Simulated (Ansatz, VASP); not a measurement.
## Two plane-wave programs on ZnSe

```
Zn Se
1.0
     0.00000    2.80556    2.80556
     2.80556    0.00000    2.80556
     2.80556    2.80556    0.00000
Zn Se
1 1
Cartesian
  0.0000 0.0000 0.0000
  4.2083 4.2083 4.2083
```

Alike in both runs: functional r2SCAN; k mesh 8 × 8 × 8; no spin polarisation.

Ansatz relaxed the structure, and its values are those at the end. VASP's run is a single point on that final structure, the one shown.

|  | VASP | Ansatz |
| --- | --- | --- |
| version | VASP 6.6.1 | Ansatz 0.2.0 |
| potentials or method | VASP PAW PBE potentials, release 64 (Zn, Se) | PAW with Ansatz's default frozen-core files, scalar-relativistic |
| plane-wave cutoff (eV) | 520 | 500 |
| occupations | gaussian, width 0.01 eV | fixed |
| valence electrons in the cell | 18 | 28 |

VASP gave:

```
pressure (GPa) : 2.1
```

Task: Estimate Ansatz's values.

Result: Pressure (GPa): 2.0.

The two sets of potentials don't hold the same shells in valence.

Caveats: the PAW data sets were made with another functional, which shifts forces and pressure a little (VASP).
